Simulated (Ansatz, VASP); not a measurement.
## PtSe4 in VASP and in Ansatz

INCAR

```
SYSTEM = PtSe4
PREC = Accurate
ENCUT = 520
EDIFF = 1E-6
ISMEAR = 0
SIGMA = 0.1
LREAL = .False.
LASPH = .True.
NELM = 100
ALGO = Normal
ISIF = 2
LWAVE = .False.
LCHARG = .False.
LDIPOL = .True.
IDIPOL = 3
DIPOL = 0.5 0.5 0.500
GGA = PS
NBANDS = 25
```

File KPOINTS:

```
Automatic mesh
0
Gamma
  13 13 1
  0 0 0
```

The input POSCAR:

```
PtSe4
1.0
    3.7603063796      0.0000000000      0.0000000000
   -1.8801531898      3.2565208507      0.0000000000
    0.0000000000      0.0000000000     22.1900263333
Se Pt
4 1
Direct
    0.3333333333      0.6666666667      0.3379896845
    0.6666666667      0.3333333333      0.4428469366
    0.3333333333      0.6666666667      0.5571530634
    0.6666666667      0.3333333333      0.6620103155
    0.0000000000      0.0000000000      0.5000000000
```

Input for Ansatz:

```yaml
crystal:
  lattice:
    - [3.7603063796, 0.0, 0.0]
    - [-1.8801531898, 3.2565208507, 0.0]
    - [0.0, 0.0, 22.1900263333]
  atoms:
    - { symbol: Se, position: [0.3333333333, 0.6666666667, 0.3379896845] }
    - { symbol: Se, position: [0.6666666667, 0.3333333333, 0.4428469366] }
    - { symbol: Pt, position: [0.0, 0.0, 0.5] }
    - { symbol: Se, position: [0.3333333333, 0.6666666667, 0.5571530634] }
    - { symbol: Se, position: [0.6666666667, 0.3333333333, 0.6620103155] }
basis:
  ecutwfc: 420
kpoints:
  mp_grid: { grid: [13, 13, 1] }
hamiltonian:
  xc: pbesol
scf:
  occupations: { method: gaussian, width: 0.1 }
output:
  forces: true
  stress: true
  eigenvalues: true
efield:
  axis: 3
  dipole_correction: true
  ramp_width: 0.04
```

Alike in both runs: task single point; functional PBEsol; k mesh 13 × 13 × 1; occupations gaussian, width 0.1 eV; no spin polarisation.

```csv
,VASP,Ansatz
version,VASP 6.6.1,Ansatz 0.2.0
potentials or method,"VASP PAW PBE potentials, release 64 (Se, Pt)","scalar-relativistic, plane waves, PAW"
plane-wave cutoff (eV),520,420
valence electrons in the cell,34,82
```

|  | VASP | Ansatz | Ansatz less VASP |
| --- | --- | --- | --- |
| gap on the k mesh at the Fermi level (eV) | none | none | - |
| rms of the force components (eV/Å) | 0.456 | 0.451 | -0.0047 |

A gap of «none» marks a metal or a gap that the smearing closes. With one functional, cell and mesh, what is left measures potentials, basis and numerics. The two sets of potentials don't hold the same shells in valence.

Caveats: the PAW data sets were made with another functional, which shifts forces and pressure a little (VASP). Spin-orbit coupling is left out, which matters for the levels of Pt.
